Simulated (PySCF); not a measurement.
**Electronic absorption of ethylene glycol**

Compound: ethylene glycol, C2H6O2.
Geometry (PBE0-D3(BJ)/def2-SVP, Å), atoms numbered from 1 in this order:
```
atom  x, y, z in Å
O1     0.2569   -1.3933    0.3378
C2     0.6785   -0.0503    0.2653
C3    -0.3404    0.6669   -0.5915
O4    -1.6210    0.5458   -0.0470
H5     0.7316   -1.8350    1.0471
H6     0.6959    0.4184    1.2681
H7     1.6892    0.0456   -0.1779
H8    -0.0897    1.7378   -0.6545
H9    -0.2885    0.2549   -1.6211
H10   -1.7125   -0.3908    0.1737
```

Method: PySCF 2.14.0, density-fitted response routines, TDDFT PBE0/def2-SVPD, vertical, gas phase, core orbitals frozen in the response.

```
state  E (eV)  E (kJ/mol)  λ (nm)       f  |μ| (D)  main configurations (H = HOMO, L = LUMO)
   S1    7.01         676   176.9   0.011     0.65                                 H→L (92%)
   S2    7.16         691   173.2  0.0039     0.38                               H-1→L (94%)
   S3    7.84         757   158.1   0.016     0.74                               H→L+1 (97%)
   S4    7.98         770   155.4  0.0031     0.32                               H→L+2 (92%)
   S5    8.38         809   147.9   0.032     1.01                             H-1→L+1 (95%)
   S6    8.59         829   144.4   0.085     1.62                               H→L+3 (89%)
   S7    8.64         834   143.4  0.0043     0.36                H-2→L (77%), H-1→L+2 (11%)
   S8    8.75         844   141.8   0.011     0.57                H-1→L+2 (84%), H-2→L (11%)
   S9    9.07         875   136.7   0.019     0.74                               H→L+4 (91%)
  S10    9.10         878   136.2   0.048     1.18                             H-1→L+3 (95%)
```

Triplets (Tamm–Dancoff): T1 6.80 eV, H→L (51%), H-1→L (39%); T2 6.85 eV, H-1→L (55%), H→L (36%); T3 7.65 eV, H→L+1 (79%), H→L+2 (10%); T4 7.74 eV, H→L+2 (73%), H→L+1 (15%).

The lowest singlet lies at 7.01 eV (177 nm, vacuum ultraviolet) and is weak; its leading configuration is HOMO→LUMO (92%). The most intense listed level is S6 at 8.59 eV (144 nm, f = 0.085), 1.58 eV above S1. Löwdin shares by element: HOMO oxygen 62% or more, carbon 22%, hydrogen 8% or more; LUMO oxygen 34% or more, hydrogen 27% or more, carbon 16% or more (atoms not listed hold the other 23%). Orbital energies (eV): HOMO-3 -10.38, HOMO-2 -9.49, HOMO-1 -8.43, HOMO -7.82, LUMO 0.31, LUMO+1 1.20, LUMO+2 1.55. Of the 10 states listed, 7 reach f = 0.01 and none stays under 0.0005. The oscillator strengths of these states sum to 0.234; summed over the whole spectrum of an exact calculation they would give the number of electrons, 34 (Thomas–Reiche–Kuhn). The vertical ionisation energy (ΔSCF) is 10.36 eV, 1.26 eV above S10. Only the lowest 10 singlets were computed, as vertical energies without vibronic structure.

Hardware: one thread of an x86-64 server, on a shared host. Cost: 29 s wall.

One conformer stands for the species.
